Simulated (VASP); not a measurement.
Set up this calculation in VASP 6.6.1, as the native input.

* Task: relaxation of cell and atoms
* Functional: PBE
* Potentials or basis: VASP PAW PBE potentials, release 64 (O, Si)
* Cutoff: 600 eV
* k mesh: 7 × 7 × 10
* Occupations: fermi-dirac, width 0.05 eV
* Spin: no spin polarisation
* P gpa: 0
* Further INCAR settings: ALGO = Normal; EDIFF = 1e-06; IBRION = 2; EDIFFG = -0.01; NSW = 60; ISIF = 3

The structure of SiO2 lies in POSCAR:

```
SiO2
1.0
    4.1773000000      0.0000000000      0.0000000000
    0.0000000000      4.1773000000      0.0000000000
    0.0000000000      0.0000000000      2.6655000000
O Si
4 2
Direct
    0.3061000000      0.3061000000      0.0000000000
    0.6939000000      0.6939000000      0.0000000000
    0.1939000000      0.8061000000      0.5000000000
    0.8061000000      0.1939000000      0.5000000000
    0.0000000000      0.0000000000      0.0000000000
    0.5000000000      0.5000000000      0.5000000000
```

The cell comes from a database or a generator and needn't be the stable form of this composition.

One way to write it, as run:

INCAR

```
SYSTEM = SiO2
PREC     = Accurate       ! precision mode
ENCUT    = 600            ! plane-wave cutoff, eV
EDIFF    = 1E-6           ! SCF threshold, eV
ISMEAR   = -1             ! smearing method
SIGMA    = 0.05           ! smearing width, eV
LREAL    = .FALSE.        ! projectors in reciprocal space
LASPH    = .TRUE.         ! aspherical terms in the spheres
NELM     = 80             ! most SCF steps
ALGO     = Normal         ! electronic algorithm
ISIF     = 3              ! what is computed and relaxed
LWAVE    = .FALSE.        ! write WAVECAR
LCHARG   = .FALSE.        ! write CHGCAR
GGA      = PE             ! functional
IBRION   = 2              ! ionic algorithm
NSW      = 60             ! ionic steps
EDIFFG   = -0.01          ! ionic threshold
PSTRESS  = 0            
KPAR     = 2
```

KPOINTS

```
regular mesh
0
G
  7 7 10
  0 0 0
```

Potentials or basis: VASP PAW PBE potentials, release 64 (O, Si).

The run is started by

```bash
$ cat potpaw_PBE.64/O/POTCAR potpaw_PBE.64/Si/POTCAR > POTCAR
$ mpirun -np 2 vasp_std > vasp.out
```

Results of the run:

| Quantity | Value |
| --- | --- |
| Relaxed volume | 8.04 Å³/atom |
| Relaxed cell | a = 4.232 Å, b = 4.232 Å, c = 2.693 Å, α = 90.00°, β = 90.00°, γ = 90.00° |
| Space group after relaxing (to 0.05 Å) | P4_2/mnm (No. 136) |
| Energy gained by relaxing | 9.2 meV/atom |
| Ionic steps | 7 |
| Pressure after relaxing | -0.1 GPa |
| Largest force after relaxing | 0.004 eV/Å |
| Band gap on the k mesh | 5.03 eV, direct |

Caveat: an odd mesh through Γ misses points on the zone boundary, where band edges often lie.

Run time: 65 s on 2 MPI ranks on AMD EPYC 9R45 96-Core Processor (Zen 5), with other jobs on the host, peak memory 0.19 GiB a rank.
